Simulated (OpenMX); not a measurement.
Te2Mo under changes of volume

One of the cells (65.404 Å³/atom); the others are scaled copies at fixed shape and fractional positions:

```
CELL_PARAMETERS angstrom
3.58381 0.00000 0.00000
-1.79191 3.10367 0.00000
0.00000 0.00000 17.64011
ATOMIC_POSITIONS crystal
Te 0.33333 0.66667 0.10214
Te 0.33333 0.66667 0.89786
Mo 0.00000 0.00000 0.00000
```

| Quantity | Value |
| --- | --- |
| Program | OpenMX 3.8.5 |
| Functional | PBE |
| Potentials or basis | OpenMX 2013 PBE set, Te7.0-s3p2d2f1, Mo7.0-s3p2d2, fixed grid of 42 × 42 × 240 points |
| k mesh | 9 × 9 × 3 |
| Occupations | fermi-dirac, width 0.05 eV |
| Spin | no spin polarisation |

```csv
volume (Å³/atom),energy over the lowest point (meV/atom),gap on the mesh (eV),largest force (eV/Å)
60.274,77.50,1.13,1.764
61.556,46.94,1.10,1.366
62.839,?,?,?
65.404,2.05,1.01,0.388
66.686,0.00,0.98,0.113
67.968,3.35,0.95,0.152
```

Question: What does the run at 62.839 Å³/atom give?

Answer: Energy over the lowest point 24.85 meV/atom; gap on the mesh 1.06 eV; largest force 1.043 eV/Å.

Worked out: A Birch-Murnaghan fit of order 3 (a polynomial in V^(-2/3)) to the other rows has its minimum at 66.51 Å³/atom with B0 = V·E''(V) = 35 GPa and B' = 4.8 at fixed shape and positions, which overstates the stiffness. It gives 24.75 meV/atom at 62.839 Å³/atom, against the run's 24.85. A straight line through the other rows of the gap, of slope -1.5 eV per unit of ln V (its deformation potential), gives 1.07 eV, against the run's 1.06.

Energies are extrapolated to zero smearing.

Caveats: the basis has few d functions beyond the semicore shells, which can make volumes several per cent too large; spin-orbit coupling is left out, which moves the levels of the heavy elements; the basis of atomic orbitals isn't converged, which shifts pressures, moduli and gaps.

A mesh can miss the band edges.
